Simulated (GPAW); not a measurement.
CdTe:

```
Te Cd
1.0
     0.00000    3.20500    3.20500
     3.20500    0.00000    3.20500
     3.20500    3.20500    0.00000
Te Cd
1 1
Direct
  0.75000 0.75000 0.75000
  0.00000 0.00000 0.00000
```

Base run:

| Quantity | Value |
| --- | --- |
| Program | GPAW 26.7.0 |
| Functional | LDA |
| Potentials or basis | the program's PAW data sets (release 1.2.1) made for this functional |
| Cutoff | 450 eV |
| Basis | pw |
| k mesh | 6 × 6 × 6 |
| Occupations | fermi-dirac, width 0.05 eV |
| Spin | no spin polarisation |

Its results: band gap on the k mesh 0.61 eV, direct; pressure -1.1 GPa.

Q: The run is repeated on the same cell with these changes: cutoff from 450 eV to 500 eV. What comes out?

A: Band gap on the k mesh 0.61 eV, direct; pressure -0.7 GPa.

Caveats: the cutoff is short for stress and forces, so pressures can be off by a GPa or more; spin-orbit coupling is left out, which moves the levels of the heavy elements.

A k mesh can miss the band edges.

Not every run made on this cell is shown here.
